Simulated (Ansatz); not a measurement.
Phase order of Cs

Structure types of Cs are relaxed in primitive cells with their symmetry kept at 0 GPa, first on PAW files, then by LAPW. The enthalpy is E + pV at zero temperature, without zero-point motion. Only the types listed were tried, and differences under about 5 meV/atom are mesh noise. The real phase may be another.

Level of theory: DFT with PBE, scalar-relativistic, in Ansatz 0.2.0; Fermi–Dirac smearing of 0.05 eV, no spin polarisation. LAPW: all electrons, basis error target 0.5 meV/atom; PAW: frozen-core files, cutoff 420 eV.

k meshes: fcc 9×9×9, bcc 10×10×10, hcp 9×9×5.

Spin–orbit coupling is left out, which matters for the heavy atoms.

```tsv
start type	ends as	a, b, c (Å)	V (Å³/atom)	H − H(lowest), LAPW (meV/atom)
fcc	fcc, Fm-3m	7.754, 7.754, 7.754	116.55	0.5
bcc	bcc, Im-3m	6.154, 6.154, 6.154	116.55	5.8
hcp	hcp, P6_3/mmc	5.497, 5.497, 8.906	116.55	0.0
```
